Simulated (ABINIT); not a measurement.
# BeTe (F-43m) in ABINIT: a series of runs, part 2 of 2

ABINIT 10.8.3 (patched build). Earlier steps stand in the parts before.

## (5) Band structure, SCAN

File run.abi:

```
# Datasets: ground state, then fixed potential
ndtset 2

# Pseudopotentials
pp_dirpath "./"
pseudos "Te.GGA_PBE-JTH.xml, Be.GGA_PBE-JTH.xml"

# Structure
acell 3.9173715678 3.9173715678 3.9173715678 Angstrom
rprim
     0.0000000000     0.7071067812     0.7071067812
     0.7071067812     0.0000000000     0.7071067812
     0.7071067812     0.7071067812     0.0000000000
ntypat 2
znucl 52 4
natom 2
typat 1 2
xcart
     4.1550000000     4.1550000000     4.1550000000
     0.0000000000     0.0000000000     0.0000000000 Angstrom

# Plane-wave basis
ecut 23.0
pawecutdg 45.0

# Exchange and correlation
ixc -263267
usekden 1
pawxcdev 0

# Bands and occupations
occopt 3
tsmear 0.05 eV

# SCF cycle
nstep 100

# Output
iomode 3
prtwf 0
prteig 0
prtebands 0
prtden1 1
prtkden1 1

# Dataset 1
kptopt1 1
ngkpt1 8 8 8
nshiftk1 1
shiftk1 0.0 0.0 0.0
nband1 9
tolvrs1 1.0e-7

# Dataset 2: bands along G-X-W-K-G-L-U-W-L-K
iscf2 -2
getden2 1
getkden2 1
nband2 15
nbdbuf2 4
tolwfr2 1.0e-11
kptopt2 -9
ndivsm2 5
prteig2 1
kptbounds2
     0.0000000000     0.0000000000     0.0000000000
     0.5000000000     0.0000000000     0.5000000000
     0.5000000000     0.2500000000     0.7500000000
     0.3750000000     0.3750000000     0.7500000000
     0.0000000000     0.0000000000     0.0000000000
     0.5000000000     0.5000000000     0.5000000000
     0.6250000000     0.2500000000     0.6250000000
     0.5000000000     0.2500000000     0.7500000000
     0.5000000000     0.5000000000     0.5000000000
     0.3750000000     0.3750000000     0.7500000000
```

The run is started by

```sh
> abinit run.abi > log 2>&1
```

It took 3.6 min on 1 thread of Arm Neoverse N1, shared host; peak memory 0.15 GiB.

It converged, with:

```
Free energy                                           : -30.1900 eV
Pressure                                              : 3.6 GPa
Band gap on the k mesh                                : 2.09 eV, indirect (least direct gap 3.98 eV)
Band gap along the path                               : 2.09 eV, indirect (least direct gap 3.98 eV)
Valence electrons inside the program's atomic spheres : Te 3.25; Be 2.52
```

Levels at the corners of the path, in eV from the valence-band top:
```csv
point,band 2,band 3,band 4,band 5,band 6,band 7,band 8,band 9,band 10
Γ,-13.12,0.00,0.00,0.00,3.98,3.98,3.98,4.72,9.50
X,-10.99,-5.62,-2.91,-2.91,2.09,2.82,11.13,11.13,13.21
W,-10.94,-5.06,-4.07,-3.56,5.68,6.04,6.38,7.01,12.42
K,-11.01,-5.24,-4.28,-2.46,2.90,5.81,8.94,9.39,10.17
Γ,-13.12,0.00,0.00,0.00,3.98,3.98,3.98,4.72,9.50
L,-11.57,-6.09,-1.24,-1.24,3.58,4.98,4.98,8.70,12.27
U,-11.01,-5.24,-4.28,-2.46,2.90,5.81,8.94,9.39,10.17
W,-10.94,-5.06,-4.07,-3.56,5.68,6.04,6.38,7.01,12.42
L,-11.57,-6.09,-1.24,-1.24,3.58,4.98,4.98,8.70,12.27
K,-11.01,-5.24,-4.28,-2.46,2.90,5.81,8.94,9.39,10.17
```

Caveat: totals of a meta-GGA on PAW files have another zero than those of a GGA; the PAW data sets were made with another functional, which shifts forces and pressure a little; spin-orbit coupling is left out, which moves the levels of the heavy elements. SCAN opens gaps a little over a GGA but as a rule still falls short of measured ones.

## (6) Equation of state, rPW86PBE

File run.abi:

```
# Datasets: one volume each
ndtset 7
getwfk -1
scalecart1 3*0.9795861087
scalecart2 3*0.9864848297
scalecart3 3*0.9932883884
scalecart4 3*1.0000000000
scalecart5 3*1.0066227096
scalecart6 3*1.0131594038
scalecart7 3*1.0196128224

# Pseudopotentials
pp_dirpath "./"
pseudos "Te.GGA_PBE-JTH.xml, Be.GGA_PBE-JTH.xml"

# Structure
acell 7.4027593915 7.4027593915 7.4027593915
rprim
     0.0000000000     0.7071067812     0.7071067812
     0.7071067812     0.0000000000     0.7071067812
     0.7071067812     0.7071067812     0.0000000000
ntypat 2
znucl 52 4
natom 2
typat 1 2
xred
     0.7500000000     0.7500000000     0.7500000000
     0.0000000000     0.0000000000     0.0000000000

# Plane-wave basis
ecut 517.016339 eV
pawecutdg 38.0

# k points
kptopt 1
ngkpt 8 8 8
nshiftk 1
shiftk 0.0 0.0 0.0

# Exchange and correlation
ixc -144130

# Bands and occupations
nband 9
occopt 3
tsmear 0.00183747

# SCF cycle
nstep 100
tolvrs 1.0e-9

# Output
iomode 3
prtwf 1
prtden 0
prteig 0
prtebands 0
enunit 1
```

Potentials or basis: JTH PAW PBE v2.0.

The run is started by

```sh
> abinit run.abi > log 2>&1
```

run.abo:

```text
.Version 10.8.3 of ABINIT
 DATASET    1 : space group F-4 3 m (#216); Bravais cF (face-center cubic)
================================================================================
 Values of the parameters that define the memory need for DATASET  1.
     intxc =       0    ionmov =       0      iscf =      17    lmnmax =       8
     lnmax =       4     mgfft =      30  mpssoang =       2    mqgrid =    3001
     natom =       2  nloc_mem =       2    nspden =       1   nspinor =       1
    nsppol =       1      nsym =      24    n1xccc =       1    ntypat =       2
    occopt =       3   xclevel =       2
       mpw =        1076          nfft =       27000          nkpt =          29
 PAW method is used; the additional fine FFT grid is defined by:
   mgfftf=        45    nfftf =     91125
================================================================================
================================================================================
[... 71 lines left out ...]
 DATASET    7 : space group F-4 3 m (#216); Bravais cF (face-center cubic)
[... 1382 lines left out ...]
                      -0.0000000000E+00 -0.0000000000E+00 -0.0000000000E+00
            fcart5    -0.0000000000E+00 -0.0000000000E+00 -0.0000000000E+00
                      -0.0000000000E+00 -0.0000000000E+00 -0.0000000000E+00
[... 38 lines left out ...]
                       0.0000000000E+00  0.0000000000E+00  0.0000000000E+00
           xangst1     4.0701802790E+00  4.0701802790E+00  4.0701802790E+00
                       0.0000000000E+00  0.0000000000E+00  0.0000000000E+00
           xangst2     4.0988444647E+00  4.0988444647E+00  4.0988444647E+00
                       0.0000000000E+00  0.0000000000E+00  0.0000000000E+00
           xangst3     4.1271132511E+00  4.1271132511E+00  4.1271132511E+00
                       0.0000000000E+00  0.0000000000E+00  0.0000000000E+00
           xangst4     4.1549999973E+00  4.1549999973E+00  4.1549999973E+00
                       0.0000000000E+00  0.0000000000E+00  0.0000000000E+00
           xangst5     4.1825173556E+00  4.1825173556E+00  4.1825173556E+00
                       0.0000000000E+00  0.0000000000E+00  0.0000000000E+00
           xangst6     4.2096773200E+00  4.2096773200E+00  4.2096773200E+00
                       0.0000000000E+00  0.0000000000E+00  0.0000000000E+00
           xangst7     4.2364912743E+00  4.2364912743E+00  4.2364912743E+00
                       0.0000000000E+00  0.0000000000E+00  0.0000000000E+00
             xred      7.5000000000E-01  7.5000000000E-01  7.5000000000E-01
                       0.0000000000E+00  0.0000000000E+00  0.0000000000E+00
 Calculation completed.
```

It took 2 min on 1 thread of Arm Neoverse N1, shared host; peak memory 0.13 GiB.

What came out:

| Item | Value |
| --- | --- |
| Equilibrium volume | 23.55 Å³/atom (rough: see the caveat) |
| Bulk modulus | 55 GPa (rough) |

Energy against volume, from the lowest point:
```
volume (Å³/atom)  energy (meV/atom)
          19.979             112.10
          20.404              82.16
          20.829              57.25
          21.254              36.93
          21.679              20.88
          22.104               8.70
          22.529               0.00
```

Caveat: pressures at fixed basis lie under the slope of the energies; the minimum lies outside the volumes run; the PAW data sets were made with another functional, which shifts forces and pressure a little. Spin-orbit coupling is left out, which matters for the levels of Te.

## (7) Summary

```csv
task,level,spin,cutoff (eV),fine-grid cutoff,gap on the mesh (eV),pressure (GPa)
equation of state,PBE,"SOC, no magnetisation",517,1034.03 eV,-,-
band structure,SOGGA,"SOC, no magnetisation",517,1034.03 eV,1.34,1.8
equation of state,PBE+D2,off,517,1034.03 eV,-,-
band structure,SCAN,off,626,1224.51 eV,2.09,3.6
equation of state,rPW86PBE,off,517,1034.03 eV,-,-
```

Alike in all rows: potentials or basis JTH PAW PBE v2.0; cell as given; k mesh 8 × 8 × 8; smearing fermi-dirac 0.05 eV.

Caveats: pressures at fixed basis lie under the slope of the energies (some runs); the PAW data sets were made with another functional, which shifts forces and pressure a little (some runs); the minimum lies outside the volumes run (some runs); totals of a meta-GGA on PAW files have another zero than those of a GGA (some runs); spin-orbit coupling is left out, which moves the levels of the heavy elements (some runs).

Total energies depend on the potentials used, so only differences within one code and one set of settings carry meaning.
